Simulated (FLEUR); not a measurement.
# Si2W (I4/mmm) in FLEUR: convergence with muffin-tin radii scaled

Aim: find how far muffin-tin radii scaled must go before the results for Si2W settle, at PBEsol. This setting moves, with any that are tied to it; all else stays.

Program: FLEUR MaX-R8.1 (later development tree). These are calculated values, not measurements. Logs are shortened: lines on timing, memory, paths and dates and some standing lists are left out, and cuts for length are marked.

### 1 The structure

It takes space group I4/mmm (No. 139, tetragonal). Conventional cell: a = 3.214 Å, b = 3.214 Å, c = 7.830 Å, α = 90.00°, β = 90.00°, γ = 90.00°. W (site symmetry 4/mmm) has 10 Si at 2.62 Å as nearest neighbours. Si (site symmetry 4mm) is surrounded by 5 Si at 2.59 to 2.63 Å and 5 W at 2.62 Å.

### 2 With muffin-tin radii scaled 0.75

File inp.xml:

```xml
<?xml version="1.0" encoding="UTF-8" standalone="no"?>
<fleurInput fleurInputVersion="0.39">
   <comment>
      Si2W                                                                                                
   </comment>
   <calculationSetup>
      <cutoffs Kmax="4.38" Gmax="13.6" GmaxXC="13.6" numbands="0"/>
      <scfLoop itmax="60" minDistance="0.00001" maxIterBroyd="15" imix="Anderson" alpha="0.05" precondParam="0.0" spinf="2.0" sdNocoIR="T"/>
      <coreElectrons ctail="T" frcor="F" kcrel="0" coretail_lmax="0"/>
      <xcFunctional name="PBEs" relativisticCorrections="F"/>
      <magnetism jspins="1"/>
      <soc l_soc="F" theta="0.0" phi="0.0" spav="F"/>
      <expertModes spex="0" secvar="F"/>
      <geometryOptimization l_f="T" forcealpha="1.0" forcemix="BFGS" epsdisp="0.0005" epsforce="0.0002"/>
      <ldaU l_linMix="F" mixParam="0.05" spinf="1.0"/>
   </calculationSetup>
   <cell>
      <bzIntegration valenceElectrons="52.0" mode="hist" fermiSmearingEnergy="0.00183747">
         <kPointListSelection listName="default-1"/>
         <!-- k-points included here -->
         <xi:include xmlns:xi="http://www.w3.org/2001/XInclude" href="kpts.xml"> </xi:include>
      </bzIntegration>
      <!-- symmetry operations included here -->
      <xi:include xmlns:xi="http://www.w3.org/2001/XInclude" href="sym.xml"> </xi:include>
      <bulkLattice scale="1.0">
         <bravaisMatrix>
            <row-1>   -3.0366009096197399     3.0366009096197399     7.3981832915027699</row-1>
            <row-2>    3.0366009096197399    -3.0366009096197399     7.3981832915027699</row-2>
            <row-3>    3.0366009096197399     3.0366009096197399    -7.3981832915027699</row-3>
         </bravaisMatrix>
      </bulkLattice>
   </cell>
   <atomSpecies>
      <species name="Tungsten (W)" element="W" atomicNumber="74">
         <mtSphere radius="1.718" gridPoints="763" logIncrement="0.017"/>
         <atomicCutoffs lmax="9" lnonsphr="9"/>
         <electronConfig flipSpins="F">
            <coreConfig>(1s1/2) (2s1/2) (2p1/2) (2p3/2) (3s1/2) (3p1/2) (3p3/2) (4s1/2) (3d3/2) (3d5/2) (4p1/2) (4p3/2) (4d3/2) (4d5/2)</coreConfig>
            <valenceConfig>(5s1/2) (5p1/2) (5p3/2) (6s1/2) (4f5/2) (4f7/2) (5d3/2) (5d5/2)</valenceConfig>
            <stateOccupation state="(5d3/2)" spinUp="0.800000" spinDown="0.800000"/>
            <stateOccupation state="(5d5/2)" spinUp="1.200000" spinDown="1.200000"/>
         </electronConfig>
         <energyParameters s="6" p="6" d="5" f="4"/>
         <lo type="SCLO" l="0" n="5" eDeriv="0"/>
         <lo type="SCLO" l="1" n="5" eDeriv="0"/>
         <lo type="SCLO" l="2" n="5" eDeriv="2"/>
         <lo type="SCLO" l="3" n="4" eDeriv="2"/>
      </species>
      <species name="Silicon (Si)" element="Si" atomicNumber="14">
         <mtSphere radius="1.68" gridPoints="751" logIncrement="0.015"/>
         <atomicCutoffs lmax="9" lnonsphr="9"/>
         <electronConfig flipSpins="F">
            <coreConfig>(1s1/2)</coreConfig>
            <valenceConfig>(2s1/2) (2p1/2) (2p3/2) (3s1/2) (3p1/2) (3p3/2)</valenceConfig>
            <stateOccupation state="(3p1/2)" spinUp="0.333333" spinDown="0.333333"/>
            <stateOccupation state="(3p3/2)" spinUp="0.666667" spinDown="0.666667"/>
         </electronConfig>
         <energyParameters s="3" p="3" d="3" f="4"/>
         <lo type="SCLO" l="0" n="2" eDeriv="0"/>
         <lo type="SCLO" l="1" n="2" eDeriv="0"/>
         <lo type="SCLO" l="2" n="3" eDeriv="2"/>
         <lo type="SCLO" l="3" n="4" eDeriv="2"/>
      </species>
   </atomSpecies>
   <atomGroups>
      <atomGroup species="Tungsten (W)">
         <relPos label="                   1">.0000000000 .0000000000 .0000000000</relPos>
         <force calculate="T" relaxXYZ="TTT"/>
      </atomGroup>
      <atomGroup species="Silicon (Si)">
         <relPos label="                   2">-.3347000000 -.3347000000 .0000000000</relPos>
         <relPos label="                   3">.3347000000 .3347000000 .0000000000</relPos>
         <force calculate="T" relaxXYZ="TTT"/>
      </atomGroup>
   </atomGroups>
   <output dos="F" band="F" slice="F">
      <checks vchk="F" cdinf="F"/>
      <bandDOS minEnergy="-.5*Htr" maxEnergy="0.5*Htr" sigma="0.015" storeEVData="T"/>
      <vacuumDOS vacdos="F" integ="F" star="F" nstars="0" locx1="0.0" locy1="0.0" locx2="0.0" locy2="0.0" nstm="0" tworkf="0.0"/>
      <unfoldingBand unfoldBand="F" supercellX="1" supercellY="1" supercellZ="1"/>
      <plotting iplot="0" polar="F">
         <plot TwoD="T" vec1="  1.0  0.0  0.0" vec2="  0.0  1.0  0.0" vec3="  0.0  0.0  1.0" zero="  0.0  0.0  0.0" file="plot"/>
      </plotting>
      <chargeDensitySlicing numkpt="0" minEigenval="0.0" maxEigenval="0.0" nnne="0" pallst="F"/>
      <specialOutput eonly="F"/>
      <moessbauerParams electricFieldGradient="T" isomerShift="T" coreHyperfine="T" valenceHyperfine="T"/>
      <magneticCircularDichroism mcd="F" energyLo="-10.0" energyUp="0.0"/>
   </output>
  <!-- We include the file relax.xml here to enable relaxations (see documentation) -->
  <xi:include xmlns:xi="http://www.w3.org/2001/XInclude" href="relax.xml"> <xi:fallback/> </xi:include>
</fleurInput>
```

File crystal.txt:

```
Si2W
&input cartesian=F /
-1.6069000000  1.6069000000  3.9149500000
1.6069000000  -1.6069000000  3.9149500000
1.6069000000  1.6069000000  -3.9149500000
1.8897261246
1.0 1.0 1.0

3
74 0.0000000000  0.0000000000  0.0000000000
14 0.6653000000  0.6653000000  0.0000000000
14 0.3347000000  0.3347000000  0.0000000000

&kpt div1=10 div2=10 div3=10 gamma=T /
```

Potentials or basis: all-electron, FLAPW.

On the command line:

```console
$ inpgen -f crystal.txt -profile fastHighL
$ # inp.xml edited to the form shown
$ fleur_MPI
```

Run time: 4 min. Hardware: 1 thread of Arm Neoverse V2, shared host; peak memory 0.08 GiB.

What came out:

```
Free energy                                           : -455528.6768 eV
Largest force                                         : 0.022 eV/Å
Band gap on the k mesh                                : none (metal or under the smearing width)
Valence electrons inside the program's atomic spheres : W 22.80; Si 9.00 (radii W 1.718, Si 1.68 bohr)
```

### 3 With muffin-tin radii scaled 0.8

Edit inp.xml of step 2 so:

```diff
@@ -34,3 +34,3 @@
       <species name="Tungsten (W)" element="W" atomicNumber="74">
-         <mtSphere radius="1.718" gridPoints="763" logIncrement="0.017"/>
+         <mtSphere radius="1.832" gridPoints="763" logIncrement="0.017"/>
          <atomicCutoffs lmax="9" lnonsphr="9"/>
@@ -49,3 +49,3 @@
       <species name="Silicon (Si)" element="Si" atomicNumber="14">
-         <mtSphere radius="1.68" gridPoints="751" logIncrement="0.015"/>
+         <mtSphere radius="1.792" gridPoints="751" logIncrement="0.015"/>
          <atomicCutoffs lmax="9" lnonsphr="9"/>
```

crystal.txt is that of step 2.

Potentials or basis: all-electron, FLAPW.

On the command line:

```console
$ inpgen -f crystal.txt -profile fastHighL
$ # inp.xml edited to the form shown
$ fleur_MPI
```

It took 4 min on 1 thread of Arm Neoverse V2, shared host; peak memory 0.08 GiB.

Results:

- Free energy: -455530.4475 eV
- Largest force: 0.015 eV/Å
- Band gap on the k mesh: none (metal or under the smearing width)
- Valence electrons inside the program's atomic spheres: W 23.43; Si 9.26 (radii W 1.832, Si 1.792 bohr)

### 4 With muffin-tin radii scaled 0.85

Edit inp.xml of step 3 so:

```diff
@@ -34,3 +34,3 @@
       <species name="Tungsten (W)" element="W" atomicNumber="74">
-         <mtSphere radius="1.832" gridPoints="763" logIncrement="0.017"/>
+         <mtSphere radius="1.946" gridPoints="763" logIncrement="0.017"/>
          <atomicCutoffs lmax="9" lnonsphr="9"/>
@@ -49,3 +49,3 @@
       <species name="Silicon (Si)" element="Si" atomicNumber="14">
-         <mtSphere radius="1.792" gridPoints="751" logIncrement="0.015"/>
+         <mtSphere radius="1.904" gridPoints="751" logIncrement="0.015"/>
          <atomicCutoffs lmax="9" lnonsphr="9"/>
```

crystal.txt is that of step 3.

On the command line:

```console
$ inpgen -f crystal.txt -profile fastHighL
$ # inp.xml edited to the form shown
$ fleur_MPI
```

Run time: 4 min. Hardware: 1 thread of Arm Neoverse V2, shared host; peak memory 0.08 GiB.

Results:

```
Free energy                                           : -455531.1278 eV
Largest force                                         : 0.011 eV/Å
Band gap on the k mesh                                : none (metal or under the smearing width)
Valence electrons inside the program's atomic spheres : W 23.98; Si 9.54 (radii W 1.946, Si 1.904 bohr)
```

### 5 With muffin-tin radii scaled 0.9

Edit inp.xml of step 4 so:

```diff
@@ -34,3 +34,3 @@
       <species name="Tungsten (W)" element="W" atomicNumber="74">
-         <mtSphere radius="1.946" gridPoints="763" logIncrement="0.017"/>
+         <mtSphere radius="2.061" gridPoints="763" logIncrement="0.017"/>
          <atomicCutoffs lmax="9" lnonsphr="9"/>
@@ -49,3 +49,3 @@
       <species name="Silicon (Si)" element="Si" atomicNumber="14">
-         <mtSphere radius="1.904" gridPoints="751" logIncrement="0.015"/>
+         <mtSphere radius="2.016" gridPoints="751" logIncrement="0.015"/>
          <atomicCutoffs lmax="9" lnonsphr="9"/>
```

crystal.txt is that of step 4.

On the command line:

```console
$ inpgen -f crystal.txt -profile fastHighL
$ # inp.xml edited to the form shown
$ fleur_MPI
```

Wall time 4 min (1 thread of Arm Neoverse V2, shared host); peak memory 0.08 GiB.

Results:

| Item | Value |
| --- | --- |
| Free energy | -455531.3809 eV |
| Largest force | 0.008 eV/Å |
| Band gap on the k mesh | none (metal or under the smearing width) |
| Valence electrons inside the program's atomic spheres | W 24.47; Si 9.84 (radii W 2.061, Si 2.016 bohr) |

### 6 With muffin-tin radii scaled 0.95

Edit inp.xml of step 5 so:

```diff
@@ -34,3 +34,3 @@
       <species name="Tungsten (W)" element="W" atomicNumber="74">
-         <mtSphere radius="2.061" gridPoints="763" logIncrement="0.017"/>
+         <mtSphere radius="2.175" gridPoints="763" logIncrement="0.017"/>
          <atomicCutoffs lmax="9" lnonsphr="9"/>
@@ -49,3 +49,3 @@
       <species name="Silicon (Si)" element="Si" atomicNumber="14">
-         <mtSphere radius="2.016" gridPoints="751" logIncrement="0.015"/>
+         <mtSphere radius="2.128" gridPoints="751" logIncrement="0.015"/>
          <atomicCutoffs lmax="9" lnonsphr="9"/>
```

crystal.txt is that of step 5.

Potentials or basis: all-electron, FLAPW.

On the command line:

```console
$ inpgen -f crystal.txt -profile fastHighL
$ # inp.xml edited to the form shown
$ fleur_MPI
```

Run time: 4 min. Hardware: 1 thread of Arm Neoverse V2, shared host; peak memory 0.08 GiB.

Results:

```
Free energy                                           : -455531.4693 eV
Largest force                                         : 0.006 eV/Å
Band gap on the k mesh                                : none (metal or under the smearing width)
Valence electrons inside the program's atomic spheres : W 24.93; Si 10.15 (radii W 2.175, Si 2.128 bohr)
```

[end of part 1 of 2]
